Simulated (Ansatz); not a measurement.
## Mercury, alpha-Hg (rhombohedral): convergence with cold smearing

Computed with Ansatz, LDA, scalar-relativistic PAW, on the relaxed cell (a = 3.493 Å, c = 6.444 Å (c/a = 1.845); spin not included). Errors count from a run at 420 eV on a Γ-centred 19×19×19 mesh with Fermi-Dirac smearing of 0.1 eV, extrapolated to zero width. Fixed here: cutoff 420 eV, mesh 11×11×11. The SCF starts from atomic densities corrected by a trained network.

```csv
width (eV),E(σ→0) error (meV/atom),F error (meV/atom),P (GPa),SCF iterations
0.01,-2.5,-2.5,0.19,5
0.1,-2.3,-2.2,0.19,5
0.2,-2.1,-1.6,0.10,5
0.3,-1.4,-1.1,0.05,5
0.6,-1.1,-1.0,-0.05,5
1.0,-1.9,1.5,-0.04,5
```

Problem. What does the run at 0.03 give (width)?

Solution. E(σ→0) error (meV/atom): -2.6; F error (meV/atom): -2.5; P (GPa): 0.23; SCF iterations: 5.
